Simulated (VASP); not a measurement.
# Sn: restarted molecular dynamics, 2 variants

Sn, Immm (no. 71), 12 atoms in the cell. PBE, molecular dynamics; PAW potentials Sn (PBE set).

| Restart from | Temperature at the end (K) | The same without a restart (K) | Potential energy at the end (eV/atom) | The same without a restart (eV/atom) | Electronic steps in the first step after the restart | Time (s) |
|---|---|---|---|---|---|---|
| CONTCAR with velocities, WAVECAR read | 731.0 | 731.0 | -3.80223 | -3.80223 | 4 | 318 |
| CONTCAR with velocities, no WAVECAR | 731.0 | 731.0 | -3.80223 | -3.80223 | 13 | 293 |

Limits: 240 fs of 12 atoms are too short for converged averages.

## Input of the first row

INCAR.step1:
```
SYSTEM = Sn
ALGO = Fast
EDIFF = 1E-6
ENCUT = 200
GGA = PE
IBRION = 0
ISIF = 2
ISMEAR = -1
ISYM = 0
KPAR = 2
LASPH = .True.
LCHARG = .False.
LREAL = Auto
LWAVE = .True.
MDALGO = 2
NELM = 60
NELMIN = 4
NSW = 30
POTIM = 4.0
PREC = Normal
RANDOM_SEED = 493448 0 0
SIGMA = 0.069
SMASS = -3
TEBEG = 1600
```

INCAR.step2, as INCAR.step1 but for:
```
- LWAVE = .True.
+ LWAVE = .False.
```

KPOINTS:
```
k-points
0
Monkhorst-Pack
  2 2 2
```

POSCAR.step1:
```
Sn
1.0
   -3.4530780000      3.5510940000      4.6766840000
    3.4530780000     -3.5510940000      4.6766840000
    5.1796170000      5.3266410000     -7.0150260000
Sn
12
Direct
    0.0000000000      0.0000000000      0.0000000000
    0.0000000000      0.0000000000      0.3333333333
    0.0000000000      0.0000000000      0.6666666667
    0.0000000000      0.5000000000      0.0000000000
    0.0000000000      0.5000000000      0.3333333333
    0.0000000000      0.5000000000      0.6666666667
    0.5000000000      0.0000000000      0.0000000000
    0.5000000000      0.0000000000      0.3333333333
    0.5000000000      0.0000000000      0.6666666667
    0.5000000000      0.5000000000      0.0000000000
    0.5000000000      0.5000000000      0.3333333333
    0.5000000000      0.5000000000      0.6666666667
```

Commands (each step's output is kept before the next begins):
```
cat potpaw_PBE.64/Sn/POTCAR > POTCAR
cp INCAR.step1 INCAR
cp POSCAR.step1 POSCAR
mpirun -np 2 vasp_std > vasp.out
cp CONTCAR POSCAR
cp INCAR.step2 INCAR
mpirun -np 2 vasp_std > vasp.out
```

Changes of the last row against the first:
```
(step 1)
- LWAVE = True
+ LWAVE = False
```

VASP 6.6.1 took 318 s on 2 cores (AMD EPYC 7R13 (Zen 3)), a shared host.
